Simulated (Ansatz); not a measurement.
# AlRu: the cost of one run

Program: Ansatz 0.2.0. Level of theory: DFT PBE, scalar-relativistic, plane waves, PAW. These are calculated values, not measurements.

**1. The structure to begin with**

It takes space group Pm-3m (No. 221, cubic). Conventional cell: a = 2.992 Å, b = 2.992 Å, c = 2.992 Å, α = 90.00°, β = 90.00°, γ = 90.00°. Around Al (site symmetry m-3m) lie 8 Ru at 2.59 Å. Ru (site symmetry m-3m) has 8 Al at 2.59 Å as nearest neighbours.

As a file:

```
Al Ru
1.0
     2.99160    0.00000    0.00000
     0.00000    2.99160    0.00000
     0.00000    0.00000    2.99160
Al Ru
1 1
Direct
  0.00000 0.00000 0.00000
  0.50000 0.50000 0.50000
```

The cell is taken as given, not relaxed at this level.

**2. The reference cell**

Reference values: F = -6417.4732 eV; pressure 2.63 GPa; largest force 0.000 eV/Å; gap on the mesh none (metal). It was computed beforehand with the settings of the runs below.

**3. Next: a two-dimensional strain map**

The cell is strained by p along both x and y and by q along z, with fractional coordinates fixed.

**4. Point p = -0.030, q = -0.030**

input.yaml reads:

```yaml
crystal:
  lattice:
    - [2.901852, 0.0, 0.0]
    - [0.0, 2.901852, 0.0]
    - [0.0, 0.0, 2.901852]
  atoms:
    - { symbol: Al, position: [0.0, 0.0, 0.0] }
    - { symbol: Ru, position: [0.5, 0.5, 0.5] }
basis:
  ecutwfc: 420
kpoints:
  mp_grid: { grid: [16, 16, 16] }
hamiltonian:
  xc: pbe
scf:
  occupations: { method: gaussian, width: 0.15 }
output:
  forces: true
  stress: true
  eigenvalues: true
```

The run is started by

```sh
$ ansatz run input.yaml --threads 1 --pin off --max-ram 2560MiB --backend cpu --events-out ev --progress --plain --runs-dir out
```

Q: Estimate wall time and peak memory on 1 thread of Intel Xeon 6975P-C (Granite Rapids), shared host.

About 1.5 s, with a peak of 0.36 GiB.
